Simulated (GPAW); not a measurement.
MgSe:

```
Se Mg
1.0
     0.00000    2.72550    2.72550
     2.72550    0.00000    2.72550
     2.72550    2.72550    0.00000
Se Mg
1 1
Cartesian
  2.7255 2.7255 2.7255
  0.0000 0.0000 0.0000
```

Base run:

| Property | Result |
| --- | --- |
| Program | GPAW 26.7.0 |
| Functional | LDA |
| Potentials or basis | the program's PAW data sets (release 1.2.1) made for this functional |
| Cutoff | 800 eV |
| Basis | pw |
| k mesh | 8 × 8 × 8 |
| Occupations | fermi-dirac, width 0.05 eV |
| Spin | no spin polarisation |

Its results: band gap on the k mesh 1.66 eV, indirect (least direct gap 2.39 eV); pressure -2.1 GPa.

Q: The run is repeated on the same cell with these changes: functional from LDA to r2SCAN; potentials or basis from the program's PAW data sets (release 1.2.1) made for this functional to GPAW PAW data sets (gpaw-data 1.2.1). What comes out?

A: Band gap on the k mesh 2.51 eV, indirect (least direct gap 3.54 eV); pressure 0.9 GPa.

Caveats: the PAW data sets were made with another functional, which shifts forces and pressure a little (some runs).

Not every run made on this cell is shown here.
